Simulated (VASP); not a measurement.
Input of a VASP 6.6.1 run:

File run.py:

```python
from ase.calculators.vasp import Vasp
from ase.dft.bandgap import bandgap
from ase.io import read

atoms = read('WC.cif')
calc = Vasp(
    directory='calc',
    xc='pbesol',
    pp='PBE',
    setups='minimal',
    prec='Accurate',
    encut=500,
    ediff=1e-06,
    ismear=0,
    sigma=0.1,
    lreal=False,
    lasph=True,
    nelm=100,
    algo='Normal',
    isif=2,
    lwave=False,
    lcharg=False,
    kpts=[10, 10, 9],
    gamma=True,
)
atoms.calc = calc

print('energy (eV):', atoms.get_potential_energy())
print('free energy (eV):', atoms.get_potential_energy(force_consistent=True))
print('forces (eV/A):')
print(atoms.get_forces())
print('stress (eV/A^3, Voigt):', atoms.get_stress())
print('Fermi level (eV):', calc.get_fermi_level())
gap, top, bottom = bandgap(calc)
print('band gap (eV):', gap, 'from (spin, k, band)', top, 'to', bottom)
```

File WC.cif:

```cif
data_WC
_cell_length_a 2.90650000
_cell_length_b 2.90650000
_cell_length_c 2.83660000
_cell_angle_alpha 90.00000000
_cell_angle_beta 90.00000000
_cell_angle_gamma 120.00000000
_space_group_name_H-M_alt 'P1'
_space_group_name_Hall 'P 1'
_space_group_IT_number 1
loop_
_space_group_symop_operation_xyz
'x,y,z'
loop_
_atom_site_label
_atom_site_type_symbol
_atom_site_symmetry_multiplicity
_atom_site_Wyckoff_symbol
_atom_site_fract_x
_atom_site_fract_y
_atom_site_fract_z
_atom_site_occupancy
W1 W 1 a 0.0000000000 0.0000000000 0.0000000000 1
C1 C 1 a 0.6666666667 0.3333333333 0.5000000000 1
```

Potentials or basis: VASP PAW PBE potentials, release 64 (W, C).

Run with:

```bash
$ python run.py
```

**Question.** Estimate the pressure.

**Answer.** -4.0 GPa.

**Question.** Predict the band gap on the k mesh.

**Answer.** None (metal or under the smearing width).

Stress tensor (GPa, compression positive):
```
-3.67  0.00  0.00
 0.00 -3.67  0.00
 0.00  0.00 -4.69
```

Caveat: the PAW data sets were made with another functional, which shifts forces and pressure a little. The run has no spin-orbit coupling, so splittings on W are missing.
